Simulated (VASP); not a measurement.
## Ge (distorted diamond), PBE single-point calculation: Ansatz's output and VASP's

```xyz
2
Lattice="-0.0206 2.8017 2.8923 2.8297 0.0445 2.8273 2.8631 2.7700 0.0111" Properties=species:S:1:pos:R:3 pbc="T T T"
Ge    0.0716    2.8107    2.8662
Ge    1.3984    1.4280    1.4911
```

Ansatz printed

```
SCF 1 converged in 6 iterations: F = -8589.787365 eV  dr2 = 1.69e-8
  greatest PAW one-centre occupation: 0.998 electrons in one spin orbital (limit 2), on the Ge atom at site 1 (counted from 0), in its partial waves of l = 2
SCF converged after 6 iterations
Free energy (F): -8589.787365 eV
Harris-Foulkes:  -8589.787365 eV  (|F-HF|=2.85e-8)
Internal energy: -8589.786651 eV  (E = F + TS)
E sigma→0 (E₀):  -8589.787008 eV
Entropy (-TS):   -0.000714 eV (-0.357 meV/atom)
Fermi energy:    8.678685 eV
--- Per-component energies (eV) ---
  E_band       = -296.780513
  E_kinetic    = 223.498247
  E_local      = -4934.078029  (includes V_loc(G=0)·N_el)
  E_nonlocal   = 837.253925
  E_hartree    = 2166.034124
  E_xc         = -151.394019
  E_vxc        = -129.557398  (∫ρ·V_xc dr)
  E_paw        = -4039.781567  (= ΣΔE_a)
  E_vpaw       = -625.958340  (= ΣTr[D̂ρ^β])
  E_aug_tail   = 0.000644  (compensation charges beyond the density's cutoff)
  E_ewald      = -2691.319977
  E_smearing   = -0.000714  (= −TS)
  E_closure    = 0.000000  (closes the sum)
  Σ components = -8589.787365   (vs F -8589.787365, Δ=0.00e0)
--- Forces (eV/Å), atoms counted from 1 ---
  atom   1  Ge    -0.97543010     0.22213425     1.00044286
  atom   2  Ge     0.97543010    -0.22213425    -1.00044286
  max |Σ_I F_I| component: 0.00e0 eV/Å
--- Stress (GPa, compression-positive) ---
        3.738230      -2.985541       0.562723
       -2.985541       6.113719       1.543583
        0.562723       1.543584       3.954673
  P = ⅓ Tr σ = 4.6022 GPa (46.022 kbar)
--- Band table (eV; the first three rows and the last of 112) ---
  k-point 0: bands = ["-16.2018", "-16.1696", "-16.1506", "-16.1383", "-16.1361", "-15.9368", "-15.9262", "-15.9121", "-15.9071", "-15.9063", "-4.1709", "7.9803", "8.6601", "8.6650", "9.3652", "10.7550", "11.2985", "11.5788"]
  k-point 1: bands = ["-16.2083", "-16.1744", "-16.1443", "-16.1263", "-16.1228", "-15.9495", "-15.9348", "-15.9250", "-15.9033", "-15.8925", "-3.8468", "5.7936", "7.7457", "8.1936", "9.3488", "11.7728", "11.9363", "13.0843"]
  k-point 2: bands = ["-16.2163", "-16.1773", "-16.1308", "-16.1092", "-16.0987", "-15.9775", "-15.9442", "-15.9367", "-15.9014", "-15.8818", "-2.9729", "2.9318", "7.2294", "7.5596", "8.7785", "11.9782", "12.6069", "15.5861"]
  k-point 111: bands = ["-16.2323", "-16.1786", "-16.1635", "-16.0983", "-16.0907", "-15.9675", "-15.9517", "-15.9297", "-15.8930", "-15.8613", "-2.1135", "1.0230", "6.8288", "7.7653", "8.8511", "11.9100", "12.9824", "15.8089"]
```

Datasets and cutoffs are each program's own. VASP's cell holds 28 valence electrons and Ansatz's 28. Ansatz's stress includes a Pulay correction; VASP's doesn't.

Task: What does VASP give for the same cell and level of theory?

Result: gap between bands v and c on the k mesh -0.13 eV (bands overlap: a metal); least direct gap on the k mesh 0.70 eV; pressure 4.5 GPa; largest force 1.41 eV/Å.

From OUTCAR

```
k-points           NKPTS =    112   k-points in BZ     NKDIM =    112   number of bands    NBANDS=     21

   NELECT =      28.0000    total number of electrons

   dimension x,y,z NGX =    30 NGY =   30 NGZ =   30
   dimension x,y,z NGXF=    60 NGYF=   60 NGZF=   60

  energy-cutoff  :      520.00
  volume of cell :       45.05
      direct lattice vectors                 reciprocal lattice vectors
    -0.020600000  2.801700000  2.892300000    -0.173813515  0.178969594  0.171144186
     2.829700000  0.044500000  2.827300000     0.177130480 -0.183802376  0.179306435
     2.863100000  2.770000000  0.011100000     0.172957047  0.182945882 -0.175983322

 k-points in reciprocal lattice and weights: KPOINTS created by Atomic Simulation Env
   0.00000000  0.00000000  0.00000000       0.005
   0.16666667  0.00000000  0.00000000       0.009
   0.33333333  0.00000000  0.00000000       0.009
   0.50000000  0.00000000  0.00000000       0.005
   0.00000000  0.16666667  0.00000000       0.009
   0.16666667  0.16666667  0.00000000       0.009
   0.33333333  0.16666667  0.00000000       0.009
   0.50000000  0.16666667  0.00000000       0.009
   ...

 E-fermi :   5.0790

 k-point     1 :       0.0000    0.0000    0.0000
  band No.  band energies     occupation
      1     -19.8151      2.00000
      2     -19.7841      2.00000
      3     -19.7658      2.00000
      4     -19.7521      2.00000
      5     -19.7500      2.00000
      6     -19.5524      2.00000
      7     -19.5411      2.00000
      8     -19.5266      2.00000
      9     -19.5213      2.00000
     10     -19.5206      2.00000
     11      -7.7711      2.00000
     12       4.3762      2.00000
     13       5.0634      1.37078
     14       5.0640      1.35834
     15       5.7656      0.00000
     16       7.1562      0.00000
     17       7.7022      0.00000
     18       7.9854      0.00000
     19      11.4769      0.00000
     20      14.2388      0.00000
     21      14.8333      0.00000

 k-point     2 :       0.1667    0.0000    0.0000
  band No.  band energies     occupation
      1     -19.8222      2.00000
      2     -19.8045      2.00000
      3     -19.7894      2.00000
      4     -19.7260      2.00000
      5     -19.7218      2.00000
      6     -19.5694      2.00000
      7     -19.5602      2.00000
      8     -19.5264      2.00000
      9     -19.5073      2.00000
     10     -19.4964      2.00000
     11      -7.4304      2.00000
     12       1.4210      2.00000
     13       4.4562      2.00000
     14       5.0760      1.07444
     15       6.3870      0.00000
     16       8.0542      0.00000
     17       8.5384      0.00000
     18       9.0753      0.00000
     19      12.7495      0.00000
     20      13.1524      0.00000
     21      13.6267      0.00000

 k-point     3 :       0.3333    0.0000    0.0000
  band No.  band energies     occupation
      1     -19.8325      2.00000
      2     -19.8233      2.00000
      3     -19.8061      2.00000
      4     -19.7044      2.00000
      5     -19.7004      2.00000
      6     -19.5845      2.00000
      7     -19.5753      2.00000
      8     -19.5129      2.00000
      9     -19.4933      2.00000
     10     -19.4802      2.00000
     11      -6.4620      2.00000
     12      -1.5094      2.00000
     13       3.7277      2.00000
     14       4.3949      2.00000
     15       5.9276      0.00000
     16       8.7812      0.00000
     17       9.2457      0.00000
     18      12.0460      0.00000
     19      12.9103      0.00000
     20      13.7015      0.00000
     21      14.1056      0.00000

 k-point     4 :       0.5000    0.0000    0.0000
  band No.  band energies     occupation
      1     -19.8359      2.00000
      2     -19.8296      2.00000
      3     -19.8113      2.00000
      4     -19.7023      2.00000
      5     -19.6953      2.00000
      6     -19.5874      2.00000
      7     -19.5750      2.00000
      8     -19.5048      2.00000
      9     -19.4905      2.00000
     10     -19.4754      2.00000
     11      -5.5233      2.00000
     12      -3.1258      2.00000
     13       3.4591      2.00000
     14       4.1592      2.00000
     15       5.7038      0.00000
     16       8.8240      0.00000
     17       9.2410      0.00000
     18      12.4486      0.00000
     19      14.8757      0.00000
     20      15.7954      0.00000
     21      16.3980      0.00000

 ...

  Total        1.0331703      1.7014477      1.0939836     -0.8333232      0.4274565      0.1602406
  in kB       36.7402203     60.5046095     38.9027825    -29.6335249     15.2006359      5.6982635
  external PRESSURE =      45.3825374 kB  Pullay stress =       0.0000000 kB

 POSITION                                       TOTAL-FORCE (eV/Angst)
 -----------------------------------------------------------------------------------
      0.07165      2.81069      2.86615        -0.975741      0.223071      0.999250
      1.39842      1.42799      1.49112         0.975741     -0.223071     -0.999250
 -----------------------------------------------------------------------------------
    total drift:                               -0.000057     -0.000092     -0.000095

  FREE ENERGIE OF THE ION-ELECTRON SYSTEM (eV)
  ---------------------------------------------------
  free  energy   TOTEN  =        -8.8564323205 eV

  energy  without entropy=       -8.8557167129  energy(sigma->0) =       -8.85607452
```
